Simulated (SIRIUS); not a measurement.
Input of a SIRIUS 7.12.0 run:

Contents of sirius.json:

```json
{
  "control": {
    "processing_unit": "cpu",
    "verbosity": 2,
    "num_bands_to_print": 10,
    "print_forces": true,
    "print_stress": true
  },
  "parameters": {
    "electronic_structure_method": "pseudopotential",
    "xc_functionals": ["XC_GGA_X_PBE_SOL", "XC_GGA_C_PBE_SOL"],
    "gk_cutoff": 9.2,
    "pw_cutoff": 18.4,
    "ngridk": [13, 13, 13],
    "shiftk": [0, 0, 0],
    "smearing": "fermi_dirac",
    "smearing_width": 0.0018374661,
    "num_bands": 10,
    "num_mag_dims": 0,
    "num_dft_iter": 100,
    "energy_tol": 1e-08,
    "density_tol": 1e-06
  },
  "iterative_solver": {
    "type": "davidson",
    "min_tolerance": 1e-10
  },
  "mixer": {
    "type": "anderson",
    "beta": 0.7,
    "max_history": 8
  },
  "settings": {
    "tol_ne": 1e-10,
    "pseudo_grid_cutoff": 6.5
  },
  "unit_cell": {
    "lattice_vectors": [
      [0.0, 3.426075353673, 3.426075353673],
      [3.426075353673, 0.0, 3.426075353673],
      [3.426075353673, 3.426075353673, 0.0]
    ],
    "atom_coordinate_units": "lattice",
    "atom_types": ["N", "B"],
    "atom_files": {
      "B": "B.json",
      "N": "N.json"
    },
    "atoms": {
      "N": [
        [0.25, 0.25, 0.25]
      ],
      "B": [
        [0.0, 0.0, 0.0]
      ]
    }
  }
}
```

File bands_input.json:

```json
{
  "control": {
    "processing_unit": "cpu",
    "verbosity": 1,
    "num_bands_to_print": 10,
    "print_forces": true,
    "print_stress": true
  },
  "parameters": {
    "electronic_structure_method": "pseudopotential",
    "xc_functionals": ["XC_GGA_X_PBE_SOL", "XC_GGA_C_PBE_SOL"],
    "gk_cutoff": 9.2,
    "pw_cutoff": 18.4,
    "ngridk": [13, 13, 13],
    "shiftk": [0, 0, 0],
    "smearing": "fermi_dirac",
    "smearing_width": 0.0018374661,
    "num_bands": 10,
    "num_mag_dims": 0,
    "num_dft_iter": 100,
    "energy_tol": 1e-08,
    "density_tol": 1e-06
  },
  "iterative_solver": {
    "type": "davidson",
    "min_tolerance": 1e-10,
    "energy_tolerance": 1e-09,
    "num_steps": 60
  },
  "mixer": {
    "type": "anderson",
    "beta": 0.7,
    "max_history": 8
  },
  "settings": {
    "tol_ne": 1e-10,
    "pseudo_grid_cutoff": 6.5
  },
  "unit_cell": {
    "lattice_vectors": [
      [0.0, 3.426075353673, 3.426075353673],
      [3.426075353673, 0.0, 3.426075353673],
      [3.426075353673, 3.426075353673, 0.0]
    ],
    "atom_coordinate_units": "lattice",
    "atom_types": ["N", "B"],
    "atom_files": {
      "B": "B.json",
      "N": "N.json"
    },
    "atoms": {
      "N": [
        [0.25, 0.25, 0.25]
      ],
      "B": [
        [0.0, 0.0, 0.0]
      ]
    }
  },
  "kpoints_rel": {
    "G": [0.0, 0.0, 0.0],
    "X": [0.5, 0.0, 0.5],
    "W": [0.5, 0.25, 0.75],
    "K": [0.375, 0.375, 0.75],
    "L": [0.5, 0.5, 0.5],
    "U": [0.625, 0.25, 0.625]
  },
  "kpoints_path": ["G", "X", "W", "K", "G", "L", "U"]
}
```

Potentials or basis: PseudoDojo 0.4.1 PBE standard (scalar relativistic).

The run is started by

```console
$ upf_to_json B.upf
$ upf_to_json N.upf
$ OMP_NUM_THREADS=1 sirius.scf --input=sirius.json --output=out.json --task=0
$ OMP_NUM_THREADS=1 sirius.scf --input=bands_input.json --task=2
```

Task: What does it give for the band gap on the k mesh?

Result: 4.38 eV.

Task: Predict the pressure.

Result: -5.4 GPa.

Task: Estimate the band gap along the path.

Result: 4.30 eV, indirect (least direct gap 8.78 eV).

Levels at the corners of the path, in eV from the Fermi level:
| point | band 1 | band 2 | band 3 | band 4 | band 5 | band 6 | band 7 |
| --- | --- | --- | --- | --- | --- | --- | --- |
| Γ | -22.62 | -2.43 | -2.43 | -2.43 | 6.35 | 6.35 | 6.35 |
| X | -17.03 | -11.36 | -7.33 | -7.33 | 1.88 | 6.67 | 15.32 |
| W | -16.71 | -10.01 | -9.41 | -8.95 | 7.01 | 10.74 | 11.94 |
| K | -16.94 | -10.56 | -10.11 | -6.50 | 4.34 | 10.30 | 13.27 |
| Γ | -22.62 | -2.43 | -2.43 | -2.43 | 6.35 | 6.35 | 6.35 |
| L | -18.39 | -13.14 | -4.36 | -4.36 | 7.55 | 8.21 | 8.21 |
| U | -16.94 | -10.56 | -10.11 | -6.50 | 4.34 | 10.30 | 13.27 |

Caveat: the potentials were made for another functional, which shifts forces and pressure.

**The experiment to reproduce.**

From a printed reference work, monograph, for a bulk crystal of BN at 300 K: band gap 6.4 eV (indirect).

A measured gap of BN is 6.4 eV (indirect; 300 K; a printed reference work, monograph); the calculated 4.30 eV misses it by -2.10 eV. The value is that of PBEsol, without temperature or zero-point motion. Semilocal functionals fall short of measured gaps as a rule. The cell is a database's relaxed one, not the measured one, which moves gaps too.
